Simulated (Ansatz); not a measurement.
Input, command and steps of an Ansatz relaxation.

```yaml
crystal:
  lattice:
    - [3.7823731128, 0.0, 0.0]
    - [0.0, 3.9285988775, 0.0]
    - [0.0, 0.0, 3.9285988775]
  atoms:
    - { symbol: Ti, position: [0.0, 0.0, 0.0] }
    - { symbol: Pt, position: [0.0, 0.5, 0.5] }
    - { symbol: Pt, position: [0.5, 0.0, 0.5] }
    - { symbol: Pt, position: [0.5, 0.5, 0.0] }
basis:
  ecutwfc: 420
kpoints:
  mp_grid: { grid: [14, 14, 14] }
hamiltonian:
  xc: pbesol
scf:
  occupations: { method: gaussian, width: 0.1 }
output:
  forces: true
  stress: true
  eigenvalues: true
  write_density: true
  write_potential: true
  elf: true
  volumetric_format: npy
relax:
  adjacent_minimum: "off"
  f_tol: 0.008
  max_steps: 40
  cell: { stress_tol: 0.015, fix: [a, angles] }
```

```bash
ansatz run input.yaml --threads 1 --pin off --max-ram 2560MiB --backend cpu --events-out ev --progress --plain --runs-dir out
```

These are results of DFT PBEsol, scalar-relativistic, plane waves, PAW in Ansatz 0.2.0, not measurements.

Of 5 frames 4 are shown, positions in Å and forces in eV/Å; the SCF threshold varies from step to step. Steps run on the plane waves of an earlier cell, with a Pulay correction in the pressure. The basis is chosen afresh for the last frame, the zero of the energies, and at times for earlier ones too; energy and pressure can step there, also at an unchanged geometry. Where two frames share a geometry here, they differ by under 2 meV/atom and 0.3 GPa. The mark taken_back stands on steps that the optimiser undid.

```xyz
4
Lattice="3.7824 0.0000 0.0000 0.0000 3.9286 0.0000 0.0000 0.0000 3.9286" Properties=species:S:1:pos:R:3:forces:R:3 pbc="T T T" step=1 free_energy_over_end_meV_per_atom=0.76 pressure_GPa=4.49
Ti    0.0000    0.0000    0.0000    0.0000    0.0000    0.0000
Pt    0.0000    1.9643    1.9643    0.0000    0.0000    0.0000
Pt    1.8912    0.0000    1.9643    0.0000    0.0000    0.0000
Pt    1.8912    1.9643    0.0000    0.0000    0.0000    0.0000
4
Lattice="3.7824 0.0000 0.0000 0.0000 3.9632 0.0000 0.0000 0.0000 3.9632" Properties=species:S:1:pos:R:3:forces:R:3 pbc="T T T" step=2 free_energy_over_end_meV_per_atom=1.45 pressure_GPa=-0.28 taken_back
Ti    0.0000    0.0000    0.0000    0.0000    0.0000    0.0000
Pt    0.0000    1.9816    1.9816    0.0000    0.0000    0.0000
Pt    1.8912    0.0000    1.9816    0.0000    0.0000    0.0000
Pt    1.8912    1.9816    0.0000    0.0000    0.0000    0.0000
4
Lattice="3.7824 0.0000 0.0000 0.0000 3.9437 0.0000 0.0000 0.0000 3.9437" Properties=species:S:1:pos:R:3:forces:R:3 pbc="T T T" step=3 free_energy_over_end_meV_per_atom=0.04 pressure_GPa=2.36
Ti    0.0000    0.0000    0.0000    0.0000    0.0000    0.0000
Pt    0.0000    1.9718    1.9718    0.0000    0.0000    0.0000
Pt    1.8912    0.0000    1.9718    0.0000    0.0000    0.0000
Pt    1.8912    1.9718    0.0000    0.0000    0.0000    0.0000
4
Lattice="3.7824 0.0000 0.0000 0.0000 3.9433 0.0000 0.0000 0.0000 3.9433" Properties=species:S:1:pos:R:3:forces:R:3 pbc="T T T" step=5 free_energy_over_end_meV_per_atom=0.00 pressure_GPa=2.41
Ti    0.0000    0.0000    0.0000    0.0000    0.0000    0.0000
Pt    0.0000    1.9716    1.9716    0.0000    0.0000    0.0000
Pt    1.8912    0.0000    1.9716    0.0000    0.0000    0.0000
Pt    1.8912    1.9716    0.0000    0.0000    0.0000    0.0000
```

The run took 2.6 min on 1 thread of Intel(R) Xeon(R) Platinum 8259CL CPU @ 2.50GHz (Skylake/Cascade Lake) (shared host), peak memory 0.78 GiB.

Spin–orbit coupling is left out, which can shift energies with elements as heavy as these.